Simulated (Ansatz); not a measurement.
System: cubic perovskite LaAlO3 (cubic high-temperature phase). Method: PBEsol-D3(BJ) in Ansatz (plane waves, PAW).

Run with plane-wave cutoff 520 eV, 10×10×10 k mesh, Fermi–Dirac smearing 0.01 eV, scalar-relativistic PAW data made under PBE.

Energies at three volumes about the minimum:

```csv
V (Å³/atom),E − E_lowest (meV/atom)
10.306,2.95
10.516,0.00
10.727,2.77
```

**Question.** Fit a parabola by hand: where is the minimum, what lattice constant follows, and what is the bulk modulus?

**Answer.** Slopes: (0.00 − 2.95)/(10.516 − 10.306) = -14.048 and (2.77 − 0.00)/(10.727 − 10.516) = 13.128 meV/Å³. Curvature E″ = 2 × (13.128 − (-14.048))/(10.727 − 10.306) = 129.102 meV/Å⁶. From the middle of the first interval, the slope vanishes at V0 = 10.4110 − (-14.048)/129.102 = 10.520 Å³/atom. B = V0 E″ = 10.520 × 129.102 meV/Å³ × 0.1602 GPa per meV/Å³ = 218 GPa. With 5 atoms in the cube, a = (5 × 10.520)^(1/3) = 3.747 Å. The full Birch–Murnaghan fit to all volumes gives V0 = 10.516 Å³/atom and B0 = 217 GPa.

Measured, for comparison: bulk modulus 215 ± 4 GPa (room temperature, no zero-point or thermal correction, cubic phase above 14 GPa, extrapolated to zero pressure; as tabulated in Guennou et al. (2011), arXiv:1105.1276). Computed (rounded) less measured: bulk modulus +0.9 % (inside the measured uncertainty).

Note: the relaxation could not lower the start's symmetry, so the cell can be a saddle point above a distorted one.

Ansatz is an electronic-structure program.
